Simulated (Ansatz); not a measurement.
# SnO2 (rutile): how the settings move a single-point run

Aim: see which settings change the result for SnO2 (rutile), by how much, and at what cost.

Computed with Ansatz 0.2.0 (reference: DFT PBE, scalar-relativistic, plane waves, PAW, unless a step's input says otherwise).

2 further runs of the same task are left out: 2 that didn't finish. Runs told in other sessions of the task aren't counted.

## Step 1: The starting structure

The structure is tetragonal, space group P4_2/mnm (No. 136). The conventional cell has a = 4.828 Å, b = 4.828 Å, c = 3.238 Å, α = 90.00°, β = 90.00°, γ = 90.00°. Sn (site symmetry mmm) has 6 O at 2.09 Å in its first shell of neighbours. O (site symmetry m2m) has 3 Sn at 2.09 Å in its first shell of neighbours.

Coordinates:

```
Sn O
1.0
     4.82757    0.00000    0.00000
     0.00000    4.82757    0.00000
     0.00000    0.00000    3.23810
Sn O
2 4
Direct
  0.00000 0.00000 0.00000
  0.50000 0.50000 0.50000
  0.30658 0.30658 0.00000
  0.80658 0.19342 0.50000
  0.19342 0.80658 0.50000
  0.69342 0.69342 0.00000
```

## Step 2: The reference run

input.yaml

```yaml
crystal:
  lattice:
    - [4.8275742947, 0.0, 0.0]
    - [0.0, 4.8275742947, 0.0]
    - [0.0, 0.0, 3.2381011166]
  atoms:
    - { symbol: Sn, position: [0.0, 0.0, 0.0] }
    - { symbol: Sn, position: [0.5, 0.5, 0.5] }
    - { symbol: O, position: [0.3065775573, 0.3065775573, 0.0] }
    - { symbol: O, position: [0.8065775573, 0.1934224427, 0.5] }
    - { symbol: O, position: [0.1934224427, 0.8065775573, 0.5] }
    - { symbol: O, position: [0.6934224427, 0.6934224427, 0.0] }
basis:
  ecutwfc: 420
  ecutrho_ratio: 4
kpoints:
  mp_grid: { grid: [6, 6, 10] }
  band_path:
    path:
      - [[0.0, 0.0, 0.0], [0.0, 0.5, 0.0], [0.5, 0.5, 0.0], [0.0, 0.0, 0.0], [0.0, 0.0, 0.5], [0.0, 0.5, 0.5], [0.5, 0.5, 0.5], [0.0, 0.0, 0.5]]
      - [[0.0, 0.5, 0.0], [0.0, 0.5, 0.5]]
      - [[0.5, 0.5, 0.0], [0.5, 0.5, 0.5]]
    npoints: 14
hamiltonian:
  xc: pbe
scf:
  occupations: { method: gaussian, width: 0.05 }
  n_extra_bands: 19
output:
  forces: true
  stress: true
  eigenvalues: true
  populations: true
  dos: { projected: true, de: 0.02, nscf_kmesh: { grid: [9, 9, 15] } }
  bader: true
  write_density: true
  write_potential: true
  elf: true
  volumetric_format: npy
```

On the command line:

```
$ ansatz run input.yaml --threads 4 --pin off --max-ram 7168MiB --backend cpu --events-out ev --progress --plain --runs-dir out
```

Excerpt of the output:

```text
[...]
Basis set: ecut = 420 eV, 1495 PW (Γ), exchange–correlation on 72×72×48 points (8 copies of the dense FFT grid, shifted against one another)
[...]
k-points: 60 of 360
[...]
SCF iter   1: F=—  HF=-14317.967571 eV  |F-HF|=—  |Δ(HF+E_count)|=         —  Δρ=1.27e-3  dr2=5.36e-4  ethr=1.77e-3  ⟨swp⟩=5.5  Hψ=11750  notcnv=0  defer=435
preconditioner: auto → Resta (q_TF=auto, 2.564 Å⁻¹)  ε∞=2.5  [insulator: Δε(μ)=0.682 eV  Ē_g=24.934 eV  σ=0.050 eV  W_gap=1.00  n_scr=18 (ndim 8)  ℏωp=30.8 eV  f_vac=0.036  D(μ)=0.00/eV (n_scr^D=0)  ε∞_Penn≈2.5]
SCF iter   2: F=—  HF=-14317.968982 eV  |F-HF|=—  |Δ(HF+E_count)|=   1.41e-3  Δρ=6.31e-4  dr2=1.11e-4  ethr=1.03e-6  ⟨swp⟩=2.2  Hψ=4750  notcnv=0  defer=608
[...]
SCF iter   5: F=-14317.969229 eV  HF=-14317.969229 eV  |F-HF|=8.67e-8  |Δ(HF+E_count)|=   1.07e-6  Δρ=9.33e-6  dr2=3.81e-8  ethr=1.08e-9  ⟨swp⟩=2.1  Hψ=2930  notcnv=0  defer=608
SCF iter   6: F=-14317.969229 eV  HF=-14317.969229 eV  |F-HF|=8.66e-10  |Δ(HF+E_count)|=   9.74e-8  Δρ=2.28e-6  dr2=1.95e-9  ethr=7.33e-11  ⟨swp⟩=14.7  Hψ=20634  notcnv=0
[...]
SCF converged after 6 iterations
Free energy (F): -14317.969229 eV
[...]
E sigma→0 (E₀):  -14317.969229 eV
Fermi energy:    9.081323 eV
[...]
  P = ⅓ Tr σ = -0.0011 GPa (-0.011 kbar)
[...]
```

Wall time 20 s (4 threads of Arm Neoverse V2, shared host); peak memory 0.54 GiB.

## Step 3: A run with other settings

input.yaml

```yaml
crystal:
  lattice:
    - [4.8275742947, 0.0, 0.0]
    - [0.0, 4.8275742947, 0.0]
    - [0.0, 0.0, 3.2381011166]
  atoms:
    - { symbol: Sn, position: [0.0, 0.0, 0.0] }
    - { symbol: Sn, position: [0.5, 0.5, 0.5] }
    - { symbol: O, position: [0.3065775573, 0.3065775573, 0.0] }
    - { symbol: O, position: [0.8065775573, 0.1934224427, 0.5] }
    - { symbol: O, position: [0.1934224427, 0.8065775573, 0.5] }
    - { symbol: O, position: [0.6934224427, 0.6934224427, 0.0] }
basis:
  ecutwfc: 420
  ecutrho_ratio: 4
  xc_grid: 1
kpoints:
  mp_grid: { grid: [6, 6, 10] }
hamiltonian:
  xc: pbe
scf:
  occupations: { method: gaussian, width: 0.05 }
  lower_state_search: "off"
  convergence: { dr2_threshold: 0.0001 }
output:
  forces: true
  stress: true
```

On the command line:

```
$ ansatz run input.yaml --threads 4 --pin off --max-ram 7168MiB --backend cpu --events-out ev --progress --plain --runs-dir out
```

Log (excerpt; [...] marks lines left out):

```text
Warning: scf.convergence.dr2_threshold = 1e-4 eV is looser than this run's default, which is 1e-7 eV or tighter. The error in the forces grows as the threshold's square root, so leave the key out unless less accurate forces are enough
Warning: output.stress: scf.convergence.dr2_threshold = 1e-4 eV is looser than the 6e-10 eV advised for a printed stress (1e-10 eV for each atom of the cell: 6). What an SCF threshold leaves in a stress goes as its square root, and in the free energy as the threshold itself, and one [...]
Warning: RAYON_NUM_THREADS=4 ignored (pool sized by the plan → 4); use --threads N
[...]
Pseudopotentials: kind: paw
Pseudopotential: Sn, paw, valence charge 14, recommended cutoff 420 eV (normal), Sn.paw.azcp
Pseudopotential: O, paw, valence charge 6, recommended cutoff 420 eV (normal), O.paw.azcp
Functional definition: PBE
[...]
Crystal: 6 atoms, lattice volume = 75.465 Å³
Basis set: ecut = 420 eV, 1495 PW (Γ)
Bands: 32, of which v1, the nominal top of the filled ones, is band 26 counted from 1 (25 counted from 0)
Symmetry: 16 space group operations
Space group: P42/mnm (ITA 136), of the structure as read, at distance tolerance 4.2e-5 Å
k-points: 60 of 360
[...]
SCF iter   1: F=—  HF=-14317.967013 eV  |F-HF|=—  |Δ(HF+E_count)|=         —  Δρ=1.29e-3  dr2=5.54e-4  ethr=1.77e-3  ⟨swp⟩=6.0  Hψ=8403  notcnv=0  defer=8
[...]
SCF iter   6: F=-14317.969257 eV  HF=-14317.969257 eV  |F-HF|=6.32e-9  |Δ(HF+E_count)|=   1.30e-7  Δρ=3.93e-6  dr2=7.24e-9  ethr=1.57e-10  ⟨swp⟩=1.0  Hψ=5470  notcnv=0
[...]
SCF converged after 6 iterations
Free energy (F): -14317.969257 eV
[...]
E sigma→0 (E₀):  -14317.969257 eV
Fermi energy:    9.081335 eV
[...]
--- Forces (eV/Å), atoms counted from 1 ---
  atom   1  Sn     0.00000000     0.00000000     0.00000000
  atom   2  Sn     0.00000000    -0.00000000     0.00000000
  atom   3  O      0.00009159     0.00009159     0.00000000
  atom   4  O      0.00009159    -0.00009159     0.00000000
  atom   5  O     -0.00009159     0.00009159     0.00000000
  atom   6  O     -0.00009159    -0.00009159     0.00000000
[...]
--- Stress (GPa, compression-positive) ---
       -0.002337       0.000000       0.000000
        0.000000      -0.002337       0.000000
        0.000000       0.000000       0.001842
  P = ⅓ Tr σ = -0.0009 GPa (-0.009 kbar)
```

It took 1.8 s on 4 threads of Arm Neoverse V2, shared host; peak memory 0.41 GiB.

## Step 4: Can this result be trusted?

This run ends as converged, with warnings (force scf threshold loose, stress scf threshold loose). Its log warns: «scf.convergence.dr2_threshold = 1e-4 eV is looser than this run's default, which is 1e-7 eV or tighter. The error in the forces grows as the threshold's square root ...»

The threshold asked is loose, but the program put off the close and ended at dr2 = 7.2e-9, so little accuracy was lost here.

The way back: delete scf.convergence.dr2_threshold (the default then holds).

Changing the numerical grids, search for lower states and convergence setting hardly moves the energy: 0.0 meV/atom.

## Step 5: Changed: dispersion d3bj, pseudopotentials.kind nc, pseudopotentials.accuracy standard

input.yaml

```yaml
crystal:
  lattice:
    - [4.8275742947, 0.0, 0.0]
    - [0.0, 4.8275742947, 0.0]
    - [0.0, 0.0, 3.2381011166]
  atoms:
    - { symbol: Sn, position: [0.0, 0.0, 0.0] }
    - { symbol: Sn, position: [0.5, 0.5, 0.5] }
    - { symbol: O, position: [0.3065775573, 0.3065775573, 0.0] }
    - { symbol: O, position: [0.8065775573, 0.1934224427, 0.5] }
    - { symbol: O, position: [0.1934224427, 0.8065775573, 0.5] }
    - { symbol: O, position: [0.6934224427, 0.6934224427, 0.0] }
basis:
  ecutwfc: 420
  ecutrho_ratio: 4
kpoints:
  mp_grid: { grid: [6, 6, 10] }
hamiltonian:
  xc: pbe
  dispersion: d3bj
  pseudopotentials: { kind: nc, accuracy: standard }
scf:
  occupations: { method: gaussian, width: 0.05 }
output:
  forces: true
  stress: true
```

On the command line:

```
$ ansatz run input.yaml --threads 4 --pin off --max-ram 7168MiB --backend cpu --events-out ev --progress --plain --runs-dir out
```

Log (excerpt; [...] marks lines left out):

```text
Warning: basis.ecutwfc = 420 eV is below the records' recommended 1142.878222 eV, and the density's cutoff is lower with it unless basis.ecutrho_ratio is high enough to keep the records' density cutoff: compare with a run at a higher cutoff
Warning: basis.ecutrho_ratio = 4 (ecutrho = 1680 eV) is below the records' recommended 4571.512889 eV
Warning: RAYON_NUM_THREADS=4 ignored (pool sized by the plan → 4); use --threads N
[...]
Pseudopotentials: kind: nc
Pseudopotential: Sn, nc, valence charge 14, recommended cutoff 979.609905 eV (normal), Sn.nc.azcp (PseudoDojo's, or run here from an input of PseudoDojo's; its table is named by hamiltonian.pseudopotentials.accuracy)
Pseudopotential: O, nc, valence charge 6, recommended cutoff 1142.878222 eV (normal), O.nc.azcp (PseudoDojo's, or run here from an input of PseudoDojo's; its table is named by hamiltonian.pseudopotentials.accuracy)
Functional definition: PBE
[...]
Crystal: 6 atoms, lattice volume = 75.465 Å³
[...]
Symmetry: 16 space group operations
Space group: P42/mnm (ITA 136), of the structure as read, at distance tolerance 4.2e-5 Å
k-points: 60 of 360
[...]
SCF iter   1: F=—  HF=-5981.311316 eV  |F-HF|=—  |Δ(HF+E_count)|=         —  Δρ=2.73e-1  dr2=1.30e1  ethr=3.10e-3  ⟨swp⟩=5.7  Hψ=8703  notcnv=0  defer=4
[...]
SCF iter   9: F=-5975.662958 eV  HF=-5975.662958 eV  |F-HF|=1.91e-8  |Δ(HF+E_count)|=   6.31e-8  Δρ=5.48e-6  dr2=3.44e-8  ethr=1.92e-10  ⟨swp⟩=4.0  Hψ=6843  notcnv=0
[...]
SCF converged after 9 iterations
Free energy (F): -5975.662958 eV
[...]
E sigma→0 (E₀):  -5975.662841 eV
Entropy (-TS):   -0.000233 eV (-0.039 meV/atom)
Fermi energy:    9.405292 eV
[...]
--- Forces (eV/Å), atoms counted from 1 ---
  atom   1  Sn     0.00000000    -0.00000000     0.00000000
  atom   2  Sn     0.00000000     0.00000000     0.00000000
  atom   3  O     -0.25713743    -0.25713743     0.00000000
  atom   4  O     -0.25713743     0.25713743     0.00000000
  atom   5  O      0.25713743    -0.25713743     0.00000000
  atom   6  O      0.25713743     0.25713743     0.00000000
[...]
--- Stress (GPa, compression-positive) ---
        8.382502       0.000000       0.000000
        0.000000       8.382502       0.000000
        0.000000       0.000000      13.548479
  P = ⅓ Tr σ = 10.1045 GPa (101.045 kbar)
```

Wall time 2 s (4 threads of Arm Neoverse V2, shared host); peak memory 0.37 GiB.

Total energies don't compare across a change of potentials; the pressure goes from 0.0 to 10.1 GPa, the gap on the mesh goes from 0.68 to 0.05 eV and the largest force goes from 0.00 to 0.36 eV/Å. The dispersion term changed too. The cutoff is far under what these potentials recommend, so these values carry a basis error that can be large.

## Step 6: Changed: pseudopotentials.kind nc, pseudopotentials.accuracy standard

input.yaml

```yaml
crystal:
  lattice:
    - [4.8275742947, 0.0, 0.0]
    - [0.0, 4.8275742947, 0.0]
    - [0.0, 0.0, 3.2381011166]
  atoms:
    - { symbol: Sn, position: [0.0, 0.0, 0.0] }
    - { symbol: Sn, position: [0.5, 0.5, 0.5] }
    - { symbol: O, position: [0.3065775573, 0.3065775573, 0.0] }
    - { symbol: O, position: [0.8065775573, 0.1934224427, 0.5] }
    - { symbol: O, position: [0.1934224427, 0.8065775573, 0.5] }
    - { symbol: O, position: [0.6934224427, 0.6934224427, 0.0] }
basis:
  ecutwfc: 420
  ecutrho_ratio: 4
kpoints:
  mp_grid: { grid: [6, 6, 10] }
hamiltonian:
  xc: pbe
  pseudopotentials: { kind: nc, accuracy: standard }
scf:
  occupations: { method: gaussian, width: 0.05 }
output:
  forces: true
  stress: true
```

On the command line:

```
$ ansatz run input.yaml --threads 4 --pin off --max-ram 7168MiB --backend cpu --events-out ev --progress --plain --runs-dir out
```

Log (excerpt; [...] marks lines left out):

```text
Warning: basis.ecutwfc = 420 eV is below the records' recommended 1142.878222 eV, and the density's cutoff is lower with it unless basis.ecutrho_ratio is high enough to keep the records' density cutoff: compare with a run at a higher cutoff
Warning: basis.ecutrho_ratio = 4 (ecutrho = 1680 eV) is below the records' recommended 4571.512889 eV
Warning: RAYON_NUM_THREADS=4 ignored (pool sized by the plan → 4); use --threads N
[...]
Pseudopotentials: kind: nc
Pseudopotential: Sn, nc, valence charge 14, recommended cutoff 979.609905 eV (normal), Sn.nc.azcp (PseudoDojo's, or run here from an input of PseudoDojo's; its table is named by hamiltonian.pseudopotentials.accuracy)
Pseudopotential: O, nc, valence charge 6, recommended cutoff 1142.878222 eV (normal), O.nc.azcp (PseudoDojo's, or run here from an input of PseudoDojo's; its table is named by hamiltonian.pseudopotentials.accuracy)
Functional definition: PBE
[...]
Crystal: 6 atoms, lattice volume = 75.465 Å³
[...]
Symmetry: 16 space group operations
Space group: P42/mnm (ITA 136), of the structure as read, at distance tolerance 4.2e-5 Å
k-points: 60 of 360
[...]
SCF iter   1: F=—  HF=-5980.043777 eV  |F-HF|=—  |Δ(HF+E_count)|=         —  Δρ=2.73e-1  dr2=1.30e1  ethr=3.10e-3  ⟨swp⟩=5.7  Hψ=8703  notcnv=0  defer=4
[...]
SCF iter   9: F=-5974.395419 eV  HF=-5974.395419 eV  |F-HF|=1.91e-8  |Δ(HF+E_count)|=   6.31e-8  Δρ=5.48e-6  dr2=3.44e-8  ethr=1.92e-10  ⟨swp⟩=4.0  Hψ=6843  notcnv=0
[...]
SCF converged after 9 iterations
Free energy (F): -5974.395419 eV
[...]
E sigma→0 (E₀):  -5974.395302 eV
Entropy (-TS):   -0.000233 eV (-0.039 meV/atom)
Fermi energy:    9.405292 eV
[...]
--- Forces (eV/Å), atoms counted from 1 ---
  atom   1  Sn     0.00000000    -0.00000000     0.00000000
  atom   2  Sn     0.00000000     0.00000000     0.00000000
  atom   3  O     -0.25346567    -0.25346567     0.00000000
  atom   4  O     -0.25346567     0.25346567     0.00000000
  atom   5  O      0.25346567    -0.25346567     0.00000000
  atom   6  O      0.25346567     0.25346567     0.00000000
[...]
--- Stress (GPa, compression-positive) ---
       11.206954       0.000000       0.000000
        0.000000      11.206954       0.000000
        0.000000       0.000000      16.294303
  P = ⅓ Tr σ = 12.9027 GPa (129.027 kbar)
```

Wall time 2 s (4 threads of Arm Neoverse V2, shared host); peak memory 0.37 GiB.

After a change of potentials the difference of the totals has no physical meaning; the pressure goes from 0.0 to 12.9 GPa, the gap on the mesh goes from 0.68 to 0.05 eV and the largest force goes from 0.00 to 0.36 eV/Å. The cutoff is far under what these potentials recommend, so these values carry a basis error that can be large.

## Step 7: Variant: dr2_threshold 1.0e-06, chi_scale 0.0

input.yaml

```yaml
crystal:
  lattice:
    - [4.8275742947, 0.0, 0.0]
    - [0.0, 4.8275742947, 0.0]
    - [0.0, 0.0, 3.2381011166]
  atoms:
    - { symbol: Sn, position: [0.0, 0.0, 0.0] }
    - { symbol: Sn, position: [0.5, 0.5, 0.5] }
    - { symbol: O, position: [0.3065775573, 0.3065775573, 0.0] }
    - { symbol: O, position: [0.8065775573, 0.1934224427, 0.5] }
    - { symbol: O, position: [0.1934224427, 0.8065775573, 0.5] }
    - { symbol: O, position: [0.6934224427, 0.6934224427, 0.0] }
basis:
  ecutwfc: 420
  ecutrho_ratio: 4
kpoints:
  mp_grid: { grid: [6, 6, 10] }
hamiltonian:
  xc: pbe
scf:
  occupations: { method: gaussian, width: 0.05 }
  convergence: { dr2_threshold: 1.0e-06 }
  initial_density: { chi_scale: 0.0 }
output:
  forces: true
  stress: true
  write_density: true
  write_potential: true
  elf: true
  volumetric_format: npy
```

On the command line:

```
$ ansatz run input.yaml --threads 4 --pin off --max-ram 7168MiB --backend cpu --events-out ev --progress --plain --runs-dir out
```

Log (excerpt; [...] marks lines left out):

```text
Warning: scf.convergence.dr2_threshold = 1e-6 eV is looser than this run's default, which is 1e-7 eV or tighter. The error in the forces grows as the threshold's square root, so leave the key out unless less accurate forces are enough
Warning: output.stress: scf.convergence.dr2_threshold = 1e-6 eV is looser than the 6e-10 eV advised for a printed stress (1e-10 eV for each atom of the cell: 6). What an SCF threshold leaves in a stress goes as its square root, and in the free energy as the threshold itself, and one [...]
Warning: RAYON_NUM_THREADS=4 ignored (pool sized by the plan → 4); use --threads N
[...]
Pseudopotentials: kind: paw
Pseudopotential: Sn, paw, valence charge 14, recommended cutoff 420 eV (normal), Sn.paw.azcp
Pseudopotential: O, paw, valence charge 6, recommended cutoff 420 eV (normal), O.paw.azcp
Functional definition: PBE
[...]
Crystal: 6 atoms, lattice volume = 75.465 Å³
Basis set: ecut = 420 eV, 1495 PW (Γ), exchange–correlation on 72×72×48 points (8 copies of the dense FFT grid, shifted against one another)
Bands: 32, of which v1, the nominal top of the filled ones, is band 26 counted from 1 (25 counted from 0)
Symmetry: 16 space group operations
Space group: P42/mnm (ITA 136), of the structure as read, at distance tolerance 4.2e-5 Å
k-points: 60 of 360
[...]
SCF iter   1: F=—  HF=-14323.988235 eV  |F-HF|=—  |Δ(HF+E_count)|=         —  Δρ=1.66e-1  dr2=2.07e1  ethr=3.10e-3  ⟨swp⟩=6.1  Hψ=8011  notcnv=0  defer=2
[...]
SCF iter   7: F=-14317.969229 eV  HF=-14317.969229 eV  |F-HF|=4.22e-7  |Δ(HF+E_count)|=   4.51e-6  Δρ=3.66e-5  dr2=6.47e-7  ethr=1.92e-9  ⟨swp⟩=17.2  Hψ=19154  notcnv=0
[...]
SCF converged after 7 iterations
Free energy (F): -14317.969229 eV
[...]
E sigma→0 (E₀):  -14317.969229 eV
Fermi energy:    9.081092 eV
[...]
--- Forces (eV/Å), atoms counted from 1 ---
  atom   1  Sn     0.00000000    -0.00000000     0.00000000
  atom   2  Sn     0.00000000     0.00000000     0.00000000
  atom   3  O      0.00010987     0.00010987     0.00000000
  atom   4  O      0.00010987    -0.00010987     0.00000000
  atom   5  O     -0.00010987     0.00010987     0.00000000
  atom   6  O     -0.00010987    -0.00010987     0.00000000
[...]
--- Stress (GPa, compression-positive) ---
       -0.002819       0.000000       0.000000
        0.000000      -0.002819       0.000000
        0.000000       0.000000       0.000643
  P = ⅓ Tr σ = -0.0017 GPa (-0.017 kbar)
--- Band table (eV; the first three rows and the last of 60) ---
[...]
```

Wall time 3.1 s (4 threads of Arm Neoverse V2, shared host); peak memory 0.42 GiB.

With the changed convergence setting and start the energy agrees within 0.5 meV/atom.

## Step 8: Comparison

| run | ending | energy change | pressure (GPa) | gap (eV) | force (eV/Å) | cycles | time |
| --- | --- | --- | --- | --- | --- | --- | --- |
| reference | converged | 0 | 0.0 | 0.68 | 0.00 | 6 | 20 s |
| 1: xc_grid 1, lower_state_search off, dr2_threshold 0.0001 | converged | 0.0 meV/atom | 0.0 | 0.68 | 0.00 | 6 | 1.8 s |
| 2: dispersion d3bj, pseudopotentials.kind nc, pseudopotentials.accuracy standard | converged | not comparable | 10.1 | 0.05 | 0.36 | 9 | 2 s |
| 3: pseudopotentials.kind nc, pseudopotentials.accuracy standard | converged | not comparable | 12.9 | 0.05 | 0.36 | 9 | 2 s |
| 4: dr2_threshold 1.0e-06, chi_scale 0.0 | converged | 0.0 meV/atom | 0.0 | 0.68 | 0.00 | 7 | 3.1 s |

Times don't compare one to one where runs were asked for different outputs or read a saved state (see the inputs); cycles may leave out searches for a lower state.

Residual by cycle in the longest SCF loop of each run; runs are numbered as in the table. The quantity is the density residual dr2, in eV.

| cycle | reference | run 1 | run 2 | run 3 | run 4 |
| --- | --- | --- | --- | --- | --- |
| 1 | 5.4e-4 | 5.5e-4 | 13 | 13 | 20.7 |
| 2 | 1.1e-4 | 1.1e-4 | 2.83 | 2.83 | 0.905 |
| 3 | 3.0e-5 | 3.0e-5 | 0.0544 | 0.0544 | 0.302 |
| 4 | 5.6e-7 | 1.1e-6 | 0.00661 | 0.00661 | 0.00201 |
| 5 | 3.8e-8 | 8.1e-8 | 3.9e-4 | 3.9e-4 | 2.1e-4 |
| 6 | 2.0e-9 | 7.2e-9 | 2.0e-5 | 2.0e-5 | 6.4e-6 |
| 7 | - | - | 4.3e-6 | 4.3e-6 | 6.5e-7 |
| 8 | - | - | 2.2e-7 | 2.2e-7 | - |
| 9 | - | - | 3.4e-8 | 3.4e-8 | - |

**Reading.** Of the converged runs whose energies compare with the reference's, none moves it noticeably. Runs 2 and 3 ran under the cutoff that the potentials recommend, as the log warns, so basis error is mixed into their values, and swamps them where the cutoff is far short.

These are semilocal Kohn-Sham gaps, which aren't the measured quantity. Such gaps usually fall short of the measured ones. Spin-orbit coupling is left out, though the cell holds Sn; it can move the gap.
